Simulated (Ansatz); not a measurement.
# Sn under changes of volume

One of the cells (33.803 Å³/atom); the others are scaled copies at fixed shape and fractional positions:

```
Sn
1.0
     0.00000    3.23334    3.23334
     3.23334    0.00000    3.23334
     3.23334    3.23334    0.00000
Sn
2
Direct
  0.75000 0.75000 0.75000
  0.50000 0.50000 0.50000
```

This isn't the form of Sn at room conditions, which is tetragonal (white tin).

```yaml
Program: Ansatz 0.2.0
Functional: PBE
Potentials_or_basis: all-electron LAPW, scalar-relativistic
Cutoff: 276 eV (chosen from the basis error)
Basis_error_allowed: 0.0005 eV/atom
k_mesh: 7 × 7 × 7
Occupations: fermi-dirac, width 0.05 eV
Spin: no spin polarisation
```

| volume (Å³/atom) | energy over the lowest point (meV/atom) | pressure (GPa) |
| --- | --- | --- |
| 31.775 | ? | ? |
| 32.451 | 71.75 | 6.2 |
| 33.127 | 48.27 | 5.0 |
| 33.803 | 29.84 | 3.8 |
| 34.479 | 15.95 | 2.8 |
| 35.155 | 6.14 | 1.9 |
| 35.831 | 0.00 | 1.1 |

Question: What does the run at 31.775 Å³/atom give?

Answer: Energy over the lowest point 100.84 meV/atom; pressure 7.6 GPa.

Worked out: A Birch-Murnaghan fit of order 3 (a polynomial in V^(-2/3)) to the other rows has its minimum at 36.81 Å³/atom, just outside them, with B0 = V·E''(V) = 37 GPa and B' = 4.7. It gives 100.86 meV/atom at 31.775 Å³/atom, against the run's 100.84, and -dE/dV = 7.6 GPa, against 7.6.

Energies are extrapolated to zero smearing.
